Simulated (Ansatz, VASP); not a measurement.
# Cross-check of Si3N4 between VASP and Ansatz, part 2 of 2

Aim: how closely do two programs agree when they are given the same cell, functional and k mesh? The cell is taken from a series of runs on this material, whose earlier steps may have relaxed, scaled, displaced or heated it; both programs get it as it stands.

VASP 6.6.1 and Ansatz 0.2.0.

So far. Step 2 (VASP: single point, HSE06): The run ends at a pressure of 2.61 GPa, with forces up to 0.011 eV/Å.

### 3. Ansatz: single point, HSE06

Level of this step: Ansatz beside VASP: Kohn-Sham DFT, plane waves, HSE06 (Ansatz).

Ansatz runs on its PAW soft_1 files.

The same cell, functional and mesh now go to Ansatz, which takes its cutoff from its data sets.

input.yaml

```yaml
crystal:
  lattice:
    - [-3.23735, 3.23735, 3.1402295]
    - [3.23735, -3.23735, 3.1402295]
    - [3.23735, 3.23735, -3.1402295]
  atoms:
    - { symbol: Si, position: [0.25, 0.1234738162, 0.8734738162] }
    - { symbol: Si, position: [0.8765261838, 0.25, 0.1265261838] }
    - { symbol: Si, position: [0.75, 0.3765261838, 0.6265261838] }
    - { symbol: Si, position: [0.6234738162, 0.75, 0.3734738162] }
    - { symbol: Si, position: [0.125, 0.875, 0.25] }
    - { symbol: Si, position: [0.375, 0.625, 0.75] }
    - { symbol: "N", position: [0.5614998991, 0.5599530001, 0.5623188217] }
    - { symbol: "N", position: [0.4400469999, 0.5023658216, 0.001546899] }
    - { symbol: "N", position: [0.4976341784, -0.0008189226, 0.9376811783] }
    - { symbol: "N", position: [0.0008189226, 0.4385001009, 0.498453101] }
    - { symbol: "N", position: [0.9385001009, 0.5008189226, -0.001546899] }
    - { symbol: "N", position: [0.0599530001, 0.0614998991, 0.0623188217] }
    - { symbol: "N", position: [0.0023658216, 0.9400469999, 0.501546899] }
    - { symbol: "N", position: [0.4991810774, -0.0023658216, 0.4376811783] }
kpoints:
  mp_grid: { grid: [4, 4, 4] }
  band_path:
    path:
      - [0.0, 0.0, 0.0]
      - [0.5, -0.5, 0.5]
      - [0.0, 0.0, 0.5]
      - [0.25, 0.25, 0.25]
      - [0.0, 0.3333333333, 0.3333333333]
      - [0.15, -0.15, 0.15]
      - [0.0, 0.0, 0.2]
    npoints: 1
hamiltonian:
  xc: hse06
  pseudopotentials: { kind: paw, azcp: { folder: soft_1 } }
scf:
  occupations: { method: fixed }
  n_extra_bands: 8
output:
  eigenvalues: true
  write_density: true
  write_potential: true
  elf: true
  volumetric_format: npy
```

On the command line:

```
> ansatz run input.yaml --threads 3 --pin off --max-ram 92160MiB --backend cuda --events-out ev --progress --plain --runs-dir out --devices 1 --max-vram 13GiB
```

Numbers of over 12 decimals in the logs are rounded to 6 here.

Log:

```text
scf.n_extra_bands = 8 over 32 filled bands (N_el = 64.0): the run solves 40 bands
GPUs: using 1 of 1 available (devices: 1).
Engine: ansatz 0.2.0, x86_64-unknown-linux-gnu
Pseudopotentials: kind: paw
Pseudopotential: Si, paw, valence charge 4, recommended cutoff 420 eV (normal), soft_1/Si.paw.azcp
Pseudopotential: N, paw, valence charge 5, recommended cutoff 420 eV (normal), soft_1/N.paw.azcp
Functional definition: HSE06
  parameter a = 0.25
  parameter omega = 0.11/bohr
  exchange = pbe_x - a*pbe_x_sr(omega) + a*exact_x_sr(omega)
  correlation = pbe_c
davidson cushion auto → on  (no smearing: the cushion is to keep the highest requested band from converging to the state above it; pin scf.eigensolver.cushion to override)
device memory: the entry about to start is reckoned to put 2.3 GiB on a device that reports 53.3 GiB free (of which the cap on the GPU budget leaves the run 13.0 GiB)
GPU FFT provider: cuFFT
GPU libraries: cuBLAS 13.8.2, cuFFT 12.4.0, cuSOLVER 12.3.4
Crystal: 14 atoms, lattice volume = 131.644 Å³
Basis set: ecut = 420 eV, 2563 PW (Γ)
Bands: 40, of which v1, the nominal top of the filled ones, is band 32 counted from 1 (31 counted from 0)
Symmetry: 8 space group operations
Space group: I-42d (ITA 122), of the structure as read, at distance tolerance 5.1e-5 Å
k-points: 13 of 64 (time reversal used)
Non-local potential: Si, projectors of the file, l = 0: 2, l = 1: 2, l = 2: 1
Non-local potential: N, projectors of the file, l = 0: 2, l = 1: 2, l = 2: 1
PAW form: soft (Blöchl's): semilocal exchange-correlation on the pseudo side does not see the compensation charge
PAW frozen core: Si, regenerated for the run's functional, and the local potential with it (the file was generated under x = pbe(κ = 0.804, μ = 0.219515), c = pbe(β = 0.066725))
PAW frozen core: N, regenerated for the run's functional, and the local potential with it (the file was generated under x = pbe(κ = 0.804, μ = 0.219515), c = pbe(β = 0.066725))
PAW one-centre angular grid: Si, 110 points (default); XC on 64 Gauss nodes
PAW one-centre angular grid: N, 110 points (default); XC on 64 Gauss nodes
Initial density: superposition of atomic densities (chi_scale 0.1, normalization cell, long waves kept (reshape's long-wave potential 0.00 eV rms))
Initial wavefunctions: pseudopotential atomic-orbital guess
GPU buffer pool allocated for 64000 grid points (all kernels)
GPU transforms: local potential and band sums: pruned to the plane-wave sphere, on 40×40×40
Functional: x = pbe(κ = 0.804, μ = 0.219515), c = pbe(β = 0.066725), warm-up for x = pbe(κ = 0.804, μ = 0.219515) + 0.25 (exact − pbe) at short range (hse, ω = 0.207870 Å⁻¹), c = pbe(β = 0.066725); HSE06 as pw.x's `hse` composes it (authors' and Libxc's form: `xc: wpbeh`)
SCF iter   1: F=—  HF=-6911.618540 eV  |F-HF|=—  |Δ(HF+E_count)|=         —  Δρ=1.65e-1  dr2=3.68e1  ethr=1.00e-1  ⟨swp⟩=4.4  Hψ=1982  notcnv=0
preconditioner: auto → none  [insulator: Δε(μ)=6.017 eV  Ē_g=14.628 eV  n_scr=34 (ndim 8)  ℏωp=25.9 eV  f_vac=0.000]
iter 2 solved again at ethr=5.32e-3 eV; its pass at ethr=5.76e-2 eV (dr2=3.41e0 eV) is discarded
SCF iter   2: F=—  HF=-6901.128041 eV  |F-HF|=—  |Δ(HF+E_count)|=    1.05e1  Δρ=7.24e-2  dr2=3.46e0  ethr=5.32e-3  ⟨swp⟩=3.2  Hψ=2730  notcnv=0
SCF iter   3: F=—  HF=-6900.215339 eV  |F-HF|=—  |Δ(HF+E_count)|=   9.13e-1  Δρ=2.67e-2  dr2=3.85e-1  ethr=5.32e-3  ⟨swp⟩=3.1  Hψ=1365  notcnv=0
SCF iter   4: F=—  HF=-6900.236256 eV  |F-HF|=—  |Δ(HF+E_count)|=   2.09e-2  Δρ=2.85e-3  dr2=8.64e-3  ethr=6.01e-4  ⟨swp⟩=4.1  Hψ=1280  notcnv=0  defer=1
SCF iter   5: F=-6900.233802 eV  HF=-6900.234213 eV  |F-HF|=4.11e-4  |Δ(HF+E_count)|=   2.04e-3  Δρ=7.30e-4  dr2=5.92e-4  ethr=1.35e-5  ⟨swp⟩=4.8  Hψ=1681  notcnv=0
SCF 1 stopped early in 5 iterations: F = -6900.233802 eV  dr2 = 5.92e-4
  greatest PAW one-centre occupation: 0.793 electrons in one spin orbital (limit 2), on the N atom at site 13 (counted from 0), in its partial waves of l = 0
device memory: the entry about to start is reckoned to put 2.9 GiB on a device that reports 50.9 GiB free (of which the cap on the GPU budget leaves the run 13.0 GiB)
GPU FFT provider: cuFFT
GPU libraries: cuBLAS 13.8.2, cuFFT 12.4.0, cuSOLVER 12.3.4
Initial density: handed on by an earlier stage of this run
Initial wavefunctions: those handed on with the density
GPU buffer pool allocated for 64000 grid points (all kernels)
GPU transforms: local potential and band sums: pruned to the plane-wave sphere, on 40×40×40
Functional: x = pbe(κ = 0.804, μ = 0.219515) + 0.25 (exact − pbe) at short range (hse, ω = 0.207870 Å⁻¹), c = pbe(β = 0.066725); HSE06 as pw.x's `hse` composes it (authors' and Libxc's form: `xc: wpbeh`)
Exchange kernel: α = 0.2500, screened, ω = 0.2079 Å⁻¹, Wigner–Seitz truncation, v(0) = 1046.2928 eV·Å³, q-mesh 4×4×4, nearest image of the exchange supercell L = 22.21 Å, pair-density grid 24×24×24, without the augmentation charges, whose exchange is taken in its separable form by FFT convolution over the k-point mesh (sized by the pseudopotential files, 32×32×32 at the most), smooth part of the exact exchange by density-matrix convolution in up to 2.43 GiB of GPU memory as planned if the GPU has room (build and FFT work areas not counted)
Frozen-core exchange: fock
SCF iter   1: F=—  HF=-6903.626086 eV  |F-HF|=—  |Δ(HF+E_count)|=         —  Δρ=6.98e-3  dr2=4.38e-2  ethr=9.26e-6  ⟨swp⟩=7.8  Hψ=2780  notcnv=0
preconditioner: auto → none  [insulator: Δε(μ)=5.422 eV  Ē_g=15.477 eV  n_scr=34 (ndim 8)  ℏωp=25.9 eV  f_vac=0.000]
SCF iter   2: F=—  HF=-6903.610320 eV  |F-HF|=—  |Δ(HF+E_count)|=   1.58e-2  Δρ=3.41e-3  dr2=8.96e-3  ethr=9.26e-6  ⟨swp⟩=4.0  Hψ=1833  notcnv=0
SCF iter   3: F=—  HF=-6903.628760 eV  |F-HF|=—  |Δ(HF+E_count)|=   1.84e-2  Δρ=6.47e-4  dr2=6.24e-4  ethr=9.26e-6  ⟨swp⟩=4.0  Hψ=1621  notcnv=0
SCF iter   4: F=—  HF=-6903.628544 eV  |F-HF|=—  |Δ(HF+E_count)|=   2.16e-4  Δρ=2.55e-4  dr2=1.57e-4  ethr=8.73e-7  ⟨swp⟩=3.0  Hψ=1181  notcnv=0
SCF iter   5: F=—  HF=-6903.629332 eV  |F-HF|=—  |Δ(HF+E_count)|=   7.88e-4  Δρ=3.70e-4  dr2=1.79e-4  ethr=9.65e-8  ⟨swp⟩=4.8  Hψ=1782  notcnv=0  defer=2
SCF iter   6: F=-6903.629268 eV  HF=-6903.629269 eV  |F-HF|=8.26e-7  |Δ(HF+E_count)|=   6.30e-5  Δρ=2.27e-5  dr2=3.88e-6  ethr=9.65e-8  ⟨swp⟩=4.0  Hψ=1718  notcnv=0
SCF 2 stopped early in 6 iterations: F = -6903.629268 eV  dr2 = 3.88e-6
  greatest PAW one-centre occupation: 0.794 electrons in one spin orbital (limit 2), on the N atom at site 11 (counted from 0), in its partial waves of l = 0
hybrid outer 1: dexx = +2.493e-2 eV, tail = 3.19e-5 eV
GPU FFT provider: cuFFT
GPU libraries: cuBLAS 13.8.2, cuFFT 12.4.0, cuSOLVER 12.3.4
GPU buffer pool allocated for 64000 grid points (all kernels)
GPU transforms: local potential and band sums: pruned to the plane-wave sphere, on 40×40×40
Exchange kernel: α = 0.2500, screened, ω = 0.2079 Å⁻¹, Wigner–Seitz truncation, v(0) = 1046.2928 eV·Å³, q-mesh 4×4×4, nearest image of the exchange supercell L = 22.21 Å, pair-density grid 24×24×24, without the augmentation charges, whose exchange is taken in its separable form by FFT convolution over the k-point mesh (sized by the pseudopotential files, 32×32×32 at the most), smooth part of the exact exchange by density-matrix convolution in up to 2.43 GiB of GPU memory as planned if the GPU has room (build and FFT work areas not counted)
Frozen-core exchange: fock
SCF iter   1: F=—  HF=-6903.629099 eV  |F-HF|=—  |Δ(HF+E_count)|=         —  Δρ=2.79e-5  dr2=3.09e-7  ethr=2.49e-7  ⟨swp⟩=3.5  Hψ=1347  notcnv=0
preconditioner: auto → none  [insulator: Δε(μ)=5.419 eV  Ē_g=15.479 eV  n_scr=34 (ndim 8)  ℏωp=25.9 eV  f_vac=0.000]
SCF iter   2: F=-6903.629099 eV  HF=-6903.629099 eV  |F-HF|=1.41e-8  |Δ(HF+E_count)|=   3.38e-7  Δρ=1.04e-5  dr2=6.56e-8  ethr=4.42e-10  ⟨swp⟩=5.6  Hψ=2122  notcnv=0
SCF 3 converged in 2 iterations: F = -6903.629099 eV  dr2 = 6.56e-8
  greatest PAW one-centre occupation: 0.794 electrons in one spin orbital (limit 2), on the N atom at site 13 (counted from 0), in its partial waves of l = 0
hybrid outer 2: dexx = +3.634e-7 eV, tail = 1.49e-7 eV, Δε = 1.53e-3 eV (about 1.14e-4 eV left of the loop's levels)
device memory: the entry about to start is reckoned to put 0.8 GiB on a device that reports 48.2 GiB free (of which the cap on the GPU budget leaves the run 13.0 GiB)
NSCF: frozen V_eff on 7 k-points
hybrid SCF converged: 2 outer / 8 inner (+5 warm-up), last move |dexx| = 3.63e-7 eV, tail = 1.49e-7 eV
Stability not checked: this state was not tested for a lower state beside it, because the functional holds exact exchange (a hybrid, or Hartree-Fock), whose exchange loop this test does not read (fock_operator; see scf.lower_state_search)
Free energy (F): -6903.629099 eV
Frozen-core exchange: fock
Harris-Foulkes:  -6903.629099 eV  (|F-HF|=1.41e-8)
Internal energy: -6903.629099 eV  (E = F + TS)
E sigma→0 (E₀):  -6903.629099 eV
Fermi energy:    8.778038 eV
--- Per-component energies (eV) ---
  E_band       = 63.540426
  E_kinetic    = 1344.265834
  E_local      = -1599.600293  (includes V_loc(G=0)·N_el)
  E_nonlocal   = 397.466066
  E_hartree    = 553.634577
  E_xc         = -671.767241
  E_vxc        = -731.915898  (∫ρ·V_xc dr)
  E_exx        = -149.992965  (= α·E_x^exact, valence–valence)
  E_paw        = -4110.696658  (= ΣΔE_a)
  E_vpaw       = -153.967238  (= ΣTr[D̂ρ^β])
  E_aug_tail   = 0.007363  (compensation charges beyond the density's cutoff)
  E_ewald      = -2666.413912
  E_core_change = -0.531871  (= ΣΔE_core)
  E_smearing   = -0.000000  (= −TS)
  E_closure    = -0.000000  (closes the sum)
  Σ components = -6903.629099   (vs F -6903.629099, Δ=0.00e0)
--- Band table (eV; the first three rows and the last of 13) ---
  k-point 0: bands = [... 28 lower, 8.6101, 8.6101, 8.6676, 8.6935, 14.7496, 14.9481, 15.0765, 15.1305, ... 4 higher]
  k-point 1: bands = [... 28 lower, 7.8109, 8.1953, 8.6873, 8.7176, 14.4824, 14.6834, 15.7042, 16.0019, ... 4 higher]
  k-point 2: bands = [... 28 lower, 7.4442, 7.4442, 8.7706, 8.7706, 15.3238, 15.3238, 16.6231, 16.6231, ... 4 higher]
  k-point 12: bands = [... 28 lower, 6.7957, 6.7957, 7.4525, 7.4525, 15.6756, 15.6756, 15.7909, 15.7909, ... 4 higher]
```

### 4. Comparison

Known differences besides the potentials themselves: exact exchange at q = 0 is treated differently, which shows on coarse meshes; VASP keeps PBE cores, Ansatz makes them for the functional; fixed occupations in Ansatz, narrow Gaussian smearing in VASP; the cutoff is 420 eV in Ansatz and 520 eV in VASP; VASP takes a coarser grid for exact exchange (PRECFOCK = Fast). Total energies have different zeros and are not compared.

Compared:

```
              quantity  Ansatz   VASP  difference
gap on the k mesh (eV)   5.419  5.416      +0.003
```

A gap on the mesh is an upper bound, since the band edges may lie between its points.

### 5. Summary of results

```yaml
difference_in_gap_on_the_k_mesh_single_point_hse06: 0.0032 eV
```

In words: The difference in gap on the k mesh is 0.0032 eV (single point, HSE06), within the 0.08 eV picked in this series as the mark of a large difference. Such differences can come from data sets, numerical settings and the points named under the comparisons, not from the functional's error against experiment.

[Lines on the potential files, build, host, timing and source positions are cut from VASP's logs without a mark.]

[Logs are printed without paths, hosts, clocks, repeated set-up lines and the standing remarks that a program may print on its own settings, such as how far it seeks lower states.]

[Hosts, paths, dates, database ids (printed as entryN), source tags and the programs' standing remarks are cut or masked in the printed files.]
